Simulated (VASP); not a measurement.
**NaI: single point with PBE**

NaI:

```
I Na
1.0
     0.00000    3.23640    3.23640
     3.23640    0.00000    3.23640
     3.23640    3.23640    0.00000
I Na
1 1
Direct
  0.50000 0.50000 0.50000
  0.00000 0.00000 0.00000
```

| Quantity | Value |
| --- | --- |
| Program | VASP 6.6.1 |
| Task | single point |
| Functional | PBE |
| Potentials or basis | VASP PAW PBE potentials, release 64 (I_GW, Na_sv_GW) |
| Cutoff | 450 eV |
| k mesh | 4 × 4 × 4 |
| Occupations | gaussian, width 0.02 eV |
| Spin | no spin polarisation |

```yaml
Pressure: 0.5 GPa
Band_gap_on_the_k_mesh: 3.63 eV, direct
```

Levels at points of the mesh, in eV from the valence-band top:
```tsv
k point	band 6	band 7	band 8	band 9	band 10	band 11
(0.00, 0.00, 0.00)	0.00	0.00	0.00	3.63	7.96	7.96
(0.50, 0.00, 0.00)	-2.18	-0.28	-0.28	5.09	7.46	7.46
(0.50, 0.50, 0.00)	-1.90	-0.74	-0.74	4.50	5.56	9.87
```

It took 12 s on 1 thread of AMD EPYC 9R14 (Zen 4), with other jobs on the host, peak memory 0.14 GiB.

Caveat: the k mesh is coarse (spacing up to 0.42 Å⁻¹), so the values aren't converged; the cutoff is under 1.25 times the usual one of these potentials, so pressure, stress and relaxed cells hold a basis-set (Pulay) error; spin-orbit coupling is left out, which moves the levels of the heavy elements.
